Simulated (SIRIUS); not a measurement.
## CoO in SIRIUS: convergence with k mesh

CoO:

```
CELL_PARAMETERS angstrom
1.50547 0.86918 2.43993
-1.50547 0.86918 2.43993
0.00000 -1.73837 2.43993
ATOMIC_POSITIONS crystal
Co 0.00000 0.00000 0.00000
O 0.50000 0.50000 0.50000
```

The cell is a database's computed one.

- Program: SIRIUS 7.12.0
- Task: convergence study
- Functional: PBEsol
- Potentials or basis: all-electron FP-LAPW
- Cutoff: 283 eV
- Basis: apw+lo standard
- k mesh: 2 × 2 × 2
- Occupations: fermi-dirac, width 0.05 eV
- Spin: collinear spin, ferromagnetic start
- Starting moments: [2.0, 0.0] μB

These are the settings of the first run; the series varies k mesh, with any setting tied to it.

Hardware: 1 thread of AMD EPYC 9R45 96-Core Processor (Zen 5) (shared host).

| k mesh | energy less the tightest run, at zero smearing (meV/atom) | SCF cycles | CPU time (s) | peak memory (GiB) |
| --- | --- | --- | --- | --- |
| 2 × 2 × 2 | 212.99 | 25 | 95 | 0.65 |
| 3 × 3 × 3 | 194.44 | 38 | 120 | 0.65 |
| 5 × 5 × 5 | 7.61 | 20 | 67 | 0.7 |
| 7 × 7 × 7 | -0.10 | 22 | 90 | 0.79 |
| 9 × 9 × 9 | -0.24 | 16 | 100 | 0.95 |
| 11 × 11 × 11 | -0.30 | 16 | 140 | 1.2 |
| 14 × 14 × 14 | 0.00 | 18 | 300 | 1.7 |

Against the tightest run, the energy stays within 1 meV/atom from 7 × 7 × 7 on. Meshes of other sizes hit other points, so gaps and Fermi surfaces needn't settle smoothly. The tightest run that finished is the yardstick and may itself not be fully converged.

Caveat, for the tightest run too: a cell with one magnetic atom can't hold antiferromagnetic order, which such compounds often take; semilocal functionals often make such compounds metallic where correlation or magnetic order opens a gap, which also shifts bond lengths.
